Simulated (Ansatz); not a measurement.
# Ge (Ia-3) in Ansatz: notebook

One crystal, Ge, is run at these levels: PBE, revPBE+D3(BJ); tasks: single point.

All numbers are computed with Ansatz 0.2.0; they aren't measurements. Logs are shortened: lines on timing, memory, paths and dates and some standing lists are left out, and cuts for length are marked.

## (1) Starting point

The structure is cubic, space group Ia-3 (No. 206). Conventional cell: a = 6.968 Å, b = 6.968 Å, c = 6.968 Å, α = 90.00°, β = 90.00°, γ = 90.00°. Ge (site symmetry 3) has 4 Ge at 2.43 to 2.51 Å as nearest neighbours.

This isn't the form of Ge at room conditions, which is diamond.

## (2) Single point, PBE

File input.yaml:

```yaml
crystal:
  lattice:
    - [-3.48417028, 3.48417028, 3.48417028]
    - [3.48417028, -3.48417028, 3.48417028]
    - [3.48417028, 3.48417028, -3.48417028]
  atoms:
    - { symbol: Ge, position: [0.29889908, 0.29889908, 0.29889908] }
    - { symbol: Ge, position: [0.0, 0.20110092, 0.5] }
    - { symbol: Ge, position: [0.20110092, 0.5, 0.0] }
    - { symbol: Ge, position: [0.5, 0.0, 0.20110092] }
    - { symbol: Ge, position: [0.70110092, 0.70110092, 0.70110092] }
    - { symbol: Ge, position: [0.0, 0.79889908, 0.5] }
    - { symbol: Ge, position: [0.79889908, 0.5, 0.0] }
    - { symbol: Ge, position: [0.5, 0.0, 0.79889908] }
hamiltonian:
  xc: pbe
  pseudopotentials: { kind: paw }
kpoints:
  mp_grid: { grid: [6, 6, 6] }
scf:
  occupations: { method: gaussian, width: 0.1 }
output:
  forces: true
  stress: true
  eigenvalues: true
```

Potentials or basis: Ansatz PAW.

Launch:

```bash
$ ansatz run input.yaml --threads 4 --pin off --max-ram 11264MiB --backend cpu --events-out ev --progress --plain --runs-dir out
```

Output:

```text
Warning: RAYON_NUM_THREADS=4 ignored (pool sized by the plan → 4); use --threads N
Engine: ansatz 0.2.0, x86_64-unknown-linux-gnu
Pseudopotentials: kind: paw
Pseudopotential: Ge, paw, valence charge 14, recommended cutoff 420 eV (normal), Ge.paw.azcp
Functional definition: PBE
  parameter kappa = 0.804
  parameter beta = 0.06672455060314922
  exchange = pbe_x(kappa = kappa, mu = beta*pi^2/3)
  correlation = pbe_c(beta = beta)
Crystal: 8 atoms, lattice volume = 169.184 Å³
Basis set: ecut = 420 eV, 3319 PW (Γ), exchange–correlation on 90×90×90 points (8 copies of the dense FFT grid, shifted against one another)
Bands: 68, of which v1, the nominal top of the filled ones, is band 56 counted from 1 (55 counted from 0)
Symmetry: 24 space group operations
Space group: Ia-3 (ITA 206), of the structure as read, at distance tolerance 5.5e-5 Å
k-points: 18 of 216
Non-local potential: Ge, projectors of the file, l = 0: 2, l = 1: 2, l = 2: 3, l = 3: 1
PAW form: soft (Blöchl's): semilocal exchange-correlation on the pseudo side does not see the compensation charge
PAW one-centre angular grid: Ge, 590 points (default); XC on 64 Gauss nodes
Initial density: superposition of atomic densities (neutral atoms: chi_scale 0, normalization atom), corrected by the library's trained network
Initial wavefunctions: pseudopotential atomic-orbital guess
Functional: x = pbe(κ = 0.804, μ = 0.2195149727645171), c = pbe(β = 0.06672455060314922)
SCF iter   1: F=—  HF=-34358.690946 eV  |F-HF|=—  |Δ(HF+E_count)|=         —  Δρ=1.48e-3  dr2=4.21e-3  ethr=1.77e-3  ⟨swp⟩=5.6  Hψ=4277  notcnv=0  defer=6
preconditioner: auto → Kerker (q_TF=auto, 2.547 Å⁻¹)  [metal: Δε(μ)=0.031 eV  Ē_g=22.525 eV  σ=0.100 eV  W_gap=0.17  n_scr=42 (ndim 8)  ℏωp=30.2 eV  f_vac=0.000  D(μ)=1.79/eV (n_scr^D=12)]
SCF iter   2: F=—  HF=-34358.687493 eV  |F-HF|=—  |Δ(HF+E_count)|=   3.45e-3  Δρ=1.10e-3  dr2=1.77e-3  ethr=3.76e-6  ⟨swp⟩=2.0  Hψ=2158  notcnv=0  defer=12
SCF iter   3: F=—  HF=-34358.687195 eV  |F-HF|=—  |Δ(HF+E_count)|=   2.98e-4  Δρ=6.11e-4  dr2=7.32e-4  ethr=1.58e-6  ⟨swp⟩=2.0  Hψ=1863  notcnv=0  defer=12
SCF iter   4: F=—  HF=-34358.687254 eV  |F-HF|=—  |Δ(HF+E_count)|=   5.85e-5  Δρ=2.39e-4  dr2=4.64e-5  ethr=6.53e-7  ⟨swp⟩=2.0  Hψ=2151  notcnv=0  defer=12
SCF iter   5: F=—  HF=-34358.687234 eV  |F-HF|=—  |Δ(HF+E_count)|=   2.00e-5  Δρ=3.92e-5  dr2=3.26e-6  ethr=4.14e-8  ⟨swp⟩=2.0  Hψ=2151  notcnv=0  defer=12
SCF iter   6: F=—  HF=-34358.687235 eV  |F-HF|=—  |Δ(HF+E_count)|=   1.13e-6  Δρ=1.30e-5  dr2=2.40e-7  ethr=2.91e-9  ⟨swp⟩=2.0  Hψ=1428  notcnv=0  defer=12
SCF iter   7: F=-34358.687235 eV  HF=-34358.687235 eV  |F-HF|=7.69e-8  |Δ(HF+E_count)|=   9.86e-8  Δρ=6.86e-6  dr2=4.16e-8  ethr=8.93e-11  ⟨swp⟩=8.2  Hψ=4368  notcnv=0
SCF 1 converged in 7 iterations: F = -34358.687235 eV  dr2 = 4.16e-8
SCF converged after 7 iterations
Free energy (F): -34358.687235 eV
Harris-Foulkes:  -34358.687235 eV  (|F-HF|=7.69e-8)
Internal energy: -34358.678327 eV  (E = F + TS)
E sigma→0 (E₀):  -34358.682781 eV
Entropy (-TS):   -0.008908 eV (-1.113 meV/atom)
Fermi energy:    9.369262 eV
--- Per-component energies (eV) ---
  E_band       = -1098.954703
  E_kinetic    = 889.983824
  E_local      = -18803.525809  (includes V_loc(G=0)·N_el)
  E_nonlocal   = 3343.640325
  E_hartree    = 8240.992487
  E_xc         = -604.475182
  E_vxc        = -516.695903  (∫ρ·V_xc dr)
  E_paw        = -16154.063012  (= ΣΔE_a)
  E_vpaw       = -2494.373121  (= ΣTr[D̂ρ^β])
  E_aug_tail   = 0.002305  (compensation charges beyond the density's cutoff)
  E_ewald      = -11271.233266
  E_smearing   = -0.008908  (= −TS)
  E_closure    = -0.000000  (closes the sum)
  Σ components = -34358.687235   (vs F -34358.687235, Δ=0.00e0)
--- Forces (eV/Å), atoms counted from 1 ---
  atom   1  Ge    -0.15042520    -0.15042520    -0.15042520
  atom   2  Ge     0.15042520    -0.15042520     0.15042520
  atom   3  Ge    -0.15042520     0.15042520     0.15042520
  atom   4  Ge     0.15042520     0.15042520    -0.15042520
  atom   5  Ge     0.15042520     0.15042520     0.15042520
  atom   6  Ge    -0.15042520     0.15042520    -0.15042520
  atom   7  Ge     0.15042520    -0.15042520    -0.15042520
  atom   8  Ge    -0.15042520    -0.15042520     0.15042520
  max |Σ_I F_I| component: 2.78e-17 eV/Å
--- Stress (GPa, compression-positive) ---
        2.931238       0.000000       0.000000
        0.000000       2.931238       0.000000
        0.000000       0.000000       2.931238
  P = ⅓ Tr σ = 2.9312 GPa (29.312 kbar)
--- Band table (eV; the first three rows and the last of 18) ---
  k-point 0: bands = ["-15.4557", "-15.4460", "-15.4460", "-15.4460", "-15.4264", "-15.4264", "-15.4225", "-15.4225", "-15.3824", "-15.3824", "-15.3824", "-15.3269", "-15.3269", "-15.3269", "-15.2953", "-15.2953", "-15.2953", "-15.2808", "-15.2808", "-15.2643", "-15.2643", "-15.2643", "-15.2386", "-15.2386", "-15.2386", "-15.2203", "-15.2007", "-15.2007", "-15.1876", "-15.1876", "-15.1876", "-15.1798", "-15.1798", "-15.1798", "-15.1656", "-15.1656", "-15.1656", "-15.0971", "-15.0971", "-15.0971", "-3.4978", "0.1555", "0.6207", "0.6207", "0.6207", "2.5130", "2.5130", "2.5130", "4.8943", "4.8943", "5.8379", "5.8379", "5.8379", "8.1152", "8.1152", "8.5406", "10.9440", "10.9440", "10.9440", "13.2209", "13.2209", "13.2209", "14.2188", "14.2188", "14.2188", "16.0555", "16.0555", "16.0555"]
  k-point 1: bands = ["-15.4559", "-15.4498", "-15.4452", "-15.4435", "-15.4231", "-15.4215", "-15.4209", "-15.4178", "-15.3826", "-15.3788", "-15.3743", "-15.3373", "-15.3340", "-15.3307", "-15.3095", "-15.2969", "-15.2840", "-15.2828", "-15.2765", "-15.2728", "-15.2697", "-15.2675", "-15.2490", "-15.2346", "-15.2300", "-15.2111", "-15.2078", "-15.2034", "-15.1935", "-15.1926", "-15.1868", "-15.1770", "-15.1724", "-15.1705", "-15.1658", "-15.1610", "-15.1591", "-15.0999", "-15.0990", "-15.0982", "-3.3426", "-0.2283", "0.1700", "0.3476", "0.9047", "2.3248", "2.7989", "2.9971", "4.7379", "5.1555", "6.1780", "6.3601", "6.5595", "7.4354", "7.6416", "8.4024", "10.7555", "11.4630", "11.7296", "12.1817", "12.3581", "12.7693", "13.7533", "14.1132", "14.7026", "15.1047", "15.2095", "15.5923"]
  k-point 2: bands = ["-15.4563", "-15.4542", "-15.4417", "-15.4392", "-15.4203", "-15.4148", "-15.4137", "-15.4011", "-15.3898", "-15.3760", "-15.3560", "-15.3459", "-15.3407", "-15.3382", "-15.3319", "-15.3046", "-15.2941", "-15.2875", "-15.2875", "-15.2822", "-15.2605", "-15.2564", "-15.2504", "-15.2357", "-15.2285", "-15.2211", "-15.2075", "-15.2068", "-15.1934", "-15.1928", "-15.1882", "-15.1752", "-15.1657", "-15.1605", "-15.1568", "-15.1566", "-15.1431", "-15.1080", "-15.1032", "-15.1013", "-2.8824", "-1.1708", "-0.1863", "-0.0396", "1.2734", "1.9561", "3.3128", "3.7878", "4.8021", "5.9622", "6.1194", "6.7332", "7.3456", "7.3490", "7.8795", "8.5171", "9.6647", "10.1671", "11.6636", "12.1366", "12.2999", "12.5158", "12.5835", "13.4887", "14.4837", "14.7722", "15.0337", "15.3078"]
  k-point 17: bands = ["-15.4581", "-15.4581", "-15.4581", "-15.3992", "-15.3992", "-15.3992", "-15.3942", "-15.3942", "-15.3942", "-15.3598", "-15.3481", "-15.3481", "-15.3481", "-15.3326", "-15.3326", "-15.3202", "-15.3202", "-15.3202", "-15.2851", "-15.2851", "-15.2851", "-15.2540", "-15.2540", "-15.2540", "-15.2506", "-15.2506", "-15.2106", "-15.2106", "-15.2106", "-15.1714", "-15.1714", "-15.1714", "-15.1426", "-15.1426", "-15.1350", "-15.1350", "-15.1237", "-15.1237", "-15.1237", "-15.1108", "-1.4090", "-1.4090", "-1.4090", "0.2373", "0.2373", "0.2373", "3.3338", "5.8949", "5.8949", "5.8949", "7.0427", "7.0427", "7.0427", "7.8343", "9.7569", "9.7569", "9.7569", "10.8125", "11.8998", "12.2022", "12.2022", "12.2022", "12.6792", "12.6792", "12.6792", "13.5227", "13.5227", "13.5227"]
```

It took 9.5 s on 4 threads of Intel Xeon at 2.50GHz (Skylake/Cascade Lake), shared host; peak memory 0.68 GiB.

Results:

- Free energy: -34358.6872 eV
- Pressure: 2.9 GPa
- Largest force: 0.261 eV/Å
- Band gap on the k mesh: none (metal or under the smearing width)

Forces on the atoms (eV/Å):
```
Ge  -0.150 -0.150 -0.150
Ge   0.150 -0.150  0.150
Ge  -0.150  0.150  0.150
Ge   0.150  0.150 -0.150
Ge   0.150  0.150  0.150
Ge  -0.150  0.150 -0.150
Ge   0.150 -0.150 -0.150
Ge  -0.150 -0.150  0.150
```

Levels at points of the mesh, in eV from the Fermi level:
```
              k point  band 52  band 53  band 54  band 55  band 56  band 57  band 58  band 59  band 60  band 61
   (0.00, 0.00, 0.00)    -3.53    -3.53    -1.25    -1.25    -0.83     1.57     1.57     1.57     3.85     3.85
  (0.00, 0.00, -0.50)    -2.47    -1.95    -1.95    -1.10    -1.10     0.44     0.44     1.91     1.91     2.43
(-0.50, -0.50, -0.50)    -2.33    -2.33    -1.53     0.39     0.39     0.39     1.44     2.53     2.83     2.83
```

## (3) Single point, revPBE+D3(BJ)

Changes to input.yaml since step 2:

```diff
@@ -15,4 +15,5 @@
 hamiltonian:
-  xc: pbe
+  xc: revpbe
   pseudopotentials: { kind: paw }
+  dispersion: d3bj
 kpoints:
@@ -20,3 +21,3 @@
 scf:
-  occupations: { method: gaussian, width: 0.1 }
+  occupations: { method: gaussian, width: 0.05 }
 output:
```

Potentials or basis: Ansatz PAW.

Launch:

```bash
$ ansatz run input.yaml --threads 4 --pin off --max-ram 11264MiB --backend cpu --events-out ev --progress --plain --runs-dir out
```

Wall time 12 s (4 threads of Intel Xeon at 2.50GHz (Skylake/Cascade Lake), shared host); peak memory 0.68 GiB.

Results (log left out):

```
Free energy            : -34396.0797 eV
Pressure               : -0.3 GPa
Largest force          : 0.283 eV/Å
Band gap on the k mesh : none (metal or under the smearing width)
```

Forces in eV/Å, atoms in the order of the input:
```
Ge  -0.163 -0.163 -0.163
Ge   0.163 -0.163  0.163
Ge  -0.163  0.163  0.163
Ge   0.163  0.163 -0.163
Ge   0.163  0.163  0.163
Ge  -0.163  0.163 -0.163
Ge   0.163 -0.163 -0.163
Ge  -0.163 -0.163  0.163
```

Levels at points of the mesh, in eV from the Fermi level:
| k point | band 54 | band 55 | band 56 | band 57 | band 58 | band 59 |
| --- | --- | --- | --- | --- | --- | --- |
| (0.00, 0.00, 0.00) | -1.26 | -1.26 | -0.83 | 1.60 | 1.60 | 1.60 |
| (0.00, 0.00, -0.50) | -1.95 | -1.10 | -1.10 | 0.46 | 0.46 | 1.93 |
| (-0.50, -0.50, -0.50) | -1.49 | 0.38 | 0.38 | 0.38 | 1.47 | 2.56 |

Caveat: pairwise dispersion overbinds metals, which lowers pressure and volume; the PAW data sets come from PBE, with cores solved anew for the run's functional, which leaves a small shift of forces and pressure.
